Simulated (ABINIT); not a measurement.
**Si2Ni in ABINIT: convergence with cutoff**

Input of the first run (cutoff 16.5 Ha); the others differ in this setting and in those tied to it:

File run.abi:

```
# Pseudopotentials
pp_dirpath "./"
pseudos "Ni.GGA_PBE-JTH.xml, Si.GGA_PBE-JTH.xml"

# Structure
acell 3.8226192591 3.8226192591 3.8226192591 Angstrom
rprim
     0.0000000000     0.7071067812     0.7071067812
     0.7071067812     0.0000000000     0.7071067812
     0.7071067812     0.7071067812     0.0000000000
ntypat 2
znucl 28 14
natom 3
typat 1 2 2
xred
     0.0000000000     0.0000000000     0.0000000000
     0.7500000000     0.7500000000     0.7500000000
     0.2500000000     0.2500000000     0.2500000000

# Plane-wave basis
ecut 16.5
pawecutdg 98.4
pawxcdev 0

# k points
kptopt 1
ngkpt 4 4 4
nshiftk 1
shiftk 0.0 0.0 0.0

# Exchange and correlation
ixc 11

# Bands and occupations
nband 18
occopt 3
tsmear 0.1 eV

# Spin
nsppol 2
spinat
     0.0000000000     0.0000000000     1.0000000000
     0.0000000000     0.0000000000     0.0000000000
     0.0000000000     0.0000000000     0.0000000000

# SCF cycle
nstep 100
tolvrs 1.0e-9

# Output
iomode 3
prtwf 0
prtden 0
prteig 0
prtebands 0
```

Potentials or basis: JTH PAW PBE v2.0.

Launch:

```sh
$ abinit run.abi > log 2>&1
```

Hardware: 1 thread of Arm Neoverse V1, with other jobs on the host.

| cutoff | energy less the tightest run, at zero smearing (meV/atom) | SCF cycles | CPU time (s) | peak memory (GiB) |
| --- | --- | --- | --- | --- |
| 16.5 Ha | 1259.18 | 22 | 31 | 0.26 |
| 20.5 Ha | 189.96 | 25 | 38 | 0.26 |
| 24.5 Ha | 153.14 | 51 | 94 | 0.27 |
| 28.5 Ha | 108.08 | 35 | 70 | 0.27 |
| 35 Ha | 25.29 | 31 | 77 | 0.29 |
| 41 Ha | 8.46 | 23 | 77 | 0.3 |
| 47 Ha | 7.49 | 25 | 94 | 0.32 |
| 55.5 Ha | 2.47 | 36 | 160 | 0.33 |
| 65.5 Ha | 0.00 | 39 | 220 | 0.36 |

Not settled before the last step: the energy (to 1 meV/atom). The tightest run that finished is the yardstick and may itself not be fully converged.

Caveat, for the tightest run too: the k mesh is coarse (spacing up to 0.50 Å⁻¹), so the values aren't converged; small starting moments can end in a higher magnetic state in this program.
